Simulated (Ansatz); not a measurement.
Crystal: TiSe.

```
Se Ti
1.0
     4.17836    0.00000    0.00000
     0.00000    4.17836    0.00000
     0.00000    0.00000    5.98442
Se Ti
2 2
Cartesian
  0.0000 2.0892 4.5515
  2.0892 0.0000 1.4329
  0.0000 0.0000 0.0000
  2.0892 2.0892 0.0000
```

The cell comes from a database or a generator and needn't be the stable form of this composition.

Base run:

| Quantity | Value |
| --- | --- |
| Program | Ansatz 0.2.0 |
| Functional | PBEsol |
| Potentials or basis | Ansatz PAW |
| Cutoff | 420 eV |
| Density cutoff | 1680 eV |
| k mesh | 7 × 7 × 5 |
| Occupations | gaussian, width 0.05 eV |
| Spin | no spin polarisation |

Its results: band gap on the k mesh none (metal or under the smearing width); pressure -2.9 GPa; largest force 0.340 eV/Å.

The run is repeated on the same cell with these changes: functional from PBEsol to r2SCAN; cutoff from 420 eV to 500 eV; density cutoff from 1680 eV to 2000 eV; occupations from gaussian, width 0.05 eV to fermi-dirac, width 0.05 eV. What comes out?

Band gap on the k mesh none (metal or under the smearing width); pressure -1.2 GPa; largest force 0.132 eV/Å.

Caveats: the PAW data sets come from PBE, with cores solved anew for the run's functional, which leaves a small shift of forces and pressure; this functional lacks dispersion, which binds the layers, so the pressure and a relaxed spacing across them are unreliable (some runs).

Not every run made on this cell is shown here.
